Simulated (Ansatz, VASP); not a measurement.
## One calculation of CdF2, two programs

```xyz
3
Lattice="0.0000 2.7231 2.7231 2.7231 0.0000 2.7231 2.7231 2.7231 0.0000" Properties=species:S:1:pos:R:3 pbc="T T T"
Cd    0.0000    0.0000    0.0000
F     1.3616    1.3616    1.3616
F     4.0847    4.0847    4.0847
```

Alike in both runs: functional PBE; dispersion D3(BJ); k mesh 8 × 8 × 8; occupations gaussian, width 0.02 eV; no spin polarisation.

Ansatz relaxed the structure, and its values are those at the end. VASP's run is a single point on that final structure, the one shown.

|  | VASP | Ansatz |
| --- | --- | --- |
| version | VASP 6.6.1 | Ansatz 0.2.0 |
| potentials or method | VASP PAW PBE potentials, release 64 (Cd, F) | scalar-relativistic, plane waves, PAW |
| plane-wave cutoff (eV) | 520 | 420 |
| valence electrons in the cell | 26 | 34 |

Ansatz gave:

| Item | Value |
| --- | --- |
| gap on the k mesh at the Fermi level (eV) | 2.98 |
| least direct gap on the mesh (eV) | 3.52 |
| pressure (GPa) | -0.1 |

**Question.** Which values does VASP return?

**Answer.** gap on the k mesh at the Fermi level (eV): 2.95; least direct gap on the mesh (eV): 3.49; pressure (GPa): 0.5.

The two sets of potentials don't hold the same shells in valence.

A k mesh can miss the band edges. As with any semilocal functional, this PBE gap is likely too small.
